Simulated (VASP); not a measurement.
Here is the system:

```
AlSb
1.0
    0.00000     3.09142     3.09142
    3.09142     0.00000     3.09142
    3.09142     3.09142     0.00000
Al Sb
1 1
Direct
  0.00000   0.00000   0.00000
  0.25000   0.25000   0.25000
```

These are r2SCAN meta-GGA, VASP's PBE PAW potentials (set 64) (plane waves; VASP) values and carry that method's errors. Numerical set-up: 400 eV cut-off, 8×8×8 Γ-centred mesh, tetrahedra with Blöchl corrections, potentials Al Sb.

Unless said otherwise, spin-orbit coupling is left out, though it shifts the bands of the heavy elements here.

Problem. What does the run give for the energy per atom (σ→0), band gap (over mesh and band path) with the smallest direct gap where there is one?

Solution. 
```
Quantity                                                 Value
---------------------------------------------  ---------------
band gap (over mesh and band path)                     1.49 eV
smallest direct gap (over mesh and band path)          2.01 eV
energy per atom (σ→0)                          -16.473 eV/atom
```

Only differences to runs with the same potentials and settings are physical.

The compound is AlSb in the zinc blende structure. It was relaxed first.
